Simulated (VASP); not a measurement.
A run of VASP 6.6.1:

INCAR

```
ALGO = Fast
EDIFF = 1E-7
EDIFFG = -0.01
ENCUT = 600
GGA = PS
IBRION = 2
ISIF = 4
ISMEAR = 1
LASPH = T
LCHARG = F
LREAL = F
LWAVE = F
NELM = 80
NSW = 40
PREC = Accurate
SIGMA = 0.1
```

The input KPOINTS:

```
k-points
0
Gamma
  9 9 12
```

File POSCAR:

```
Zr                                      
1.0
    4.9689847647     -0.0000000000      0.0000000000
   -2.4844923823      4.3032670351     -0.0000000000
    0.0000000000     -0.0000000000      3.1167279089
  Zr            
     3
Direct
     0.6666666699999979    0.3333333300000021    0.5000000000000000
     0.3333333300000021    0.6666666699999979    0.5000000000000000
     0.0000000000000000    0.0000000000000000    0.0000000000000000
```

Potentials or basis: VASP PAW PBE potentials, release 64 (Zr_sv).

The run is started by

```console
$ cat potpaw_PBE.64/Zr_sv/POTCAR > POTCAR
$ mpirun -np 1 vasp_std > vasp.out
```

Hardware: 1 thread of Intel(R) Xeon(R) Platinum 8488C (Sapphire Rapids), on a shared host.

Problem. How long does it take, and how much memory?

Solution. It took 4.2 min on 1 thread of Intel(R) Xeon(R) Platinum 8488C (Sapphire Rapids) (shared host), peak memory 0.27 GiB. Counts: scf iterations 26, k points 84, ion steps 1.
